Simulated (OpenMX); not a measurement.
A run of OpenMX 3.8.5 is set up as follows.

Nb.dat

```
System.CurrrentDirectory             ./
System.Name                          Nb
DATA.PATH                            ./DFT_DATA13
level.of.stdout                      1
level.of.fileout                     0
Species.Number                       1
<Definition.of.Atomic.Species
  Nb  Nb7.0-s3p2d2           Nb_PBE13
Definition.of.Atomic.Species>

Atoms.Number                         1
Atoms.SpeciesAndCoordinates.Unit     FRAC
<Atoms.SpeciesAndCoordinates
    1  Nb    0.0000000000    0.0000000000    0.0000000000   6.500  6.500     0.00    0.00    0.00    0.00  0  off
Atoms.SpeciesAndCoordinates>

Atoms.UnitVectors.Unit               Ang
<Atoms.UnitVectors
    -1.6639500000    1.6639500000    1.6639500000
     1.6639500000   -1.6639500000    1.6639500000
     1.6639500000    1.6639500000   -1.6639500000
Atoms.UnitVectors>

scf.XcType                           GGA-PBE
scf.SpinPolarization                 nc
scf.SpinOrbit.Coupling               on
scf.ElectronicTemperature            580.226
scf.energycutoff                     400.0
scf.maxIter                          100
scf.EigenvalueSolver                 band
scf.Kgrid                            9 9 9
scf.Mixing.Type                      rmm-diisk
scf.Init.Mixing.Weight               0.05
scf.Min.Mixing.Weight                0.001
scf.Max.Mixing.Weight                0.3
scf.Mixing.History                   25
scf.Mixing.StartPulay                8
scf.criterion                        1.0e-7
MD.Type                              nomd
Band.dispersion                      on
Band.Nkpath                          6
<Band.kpath
   26   0.000000  0.000000  0.000000    0.500000 -0.500000  0.500000  G H
   18   0.500000 -0.500000  0.500000    0.000000  0.000000  0.500000  H N
   18   0.000000  0.000000  0.500000    0.000000  0.000000  0.000000  N G
   22   0.000000  0.000000  0.000000    0.250000  0.250000  0.250000  G P
   22   0.250000  0.250000  0.250000    0.500000 -0.500000  0.500000  P H
   13   0.250000  0.250000  0.250000    0.000000  0.000000  0.500000  P N
Band.kpath>
```

Potentials or basis: OpenMX 2013 PBE set, Nb7.0-s3p2d2, grid cutoff 400 Ry.

Run with:

```bash
$ openmx Nb.dat -nt 1 > Nb.std
```

Task: Predict the band gap along the path.

Result: None (metal or under the smearing width).

Task: Estimate the net moment.

Result: 0.00 μB per cell.

Levels at the corners of the path, in eV from the Fermi level:
```csv
point,band 9,band 10,band 11,band 12,band 13,band 14,band 15,band 16
Γ,-5.89,-5.89,0.28,0.28,0.29,0.29,0.40,0.40
H,-3.66,-3.66,-3.66,-3.66,5.35,5.35,5.36,5.36
N,-3.67,-3.67,-1.63,-1.63,2.19,2.19,3.19,3.19
Γ,-5.89,-5.89,0.28,0.28,0.29,0.29,0.40,0.40
P,-1.21,-1.21,-1.07,-1.07,-1.07,-1.07,3.97,3.97
H|P,-3.66,-3.66,-3.66,-3.66,5.35,5.35,5.36,5.36
N,-3.67,-3.67,-1.63,-1.63,2.19,2.19,3.19,3.19
```

Caveat: total energies with and without spin-orbit coupling shouldn't be compared in this program; the basis of atomic orbitals isn't converged, which shifts pressures, moduli and gaps.
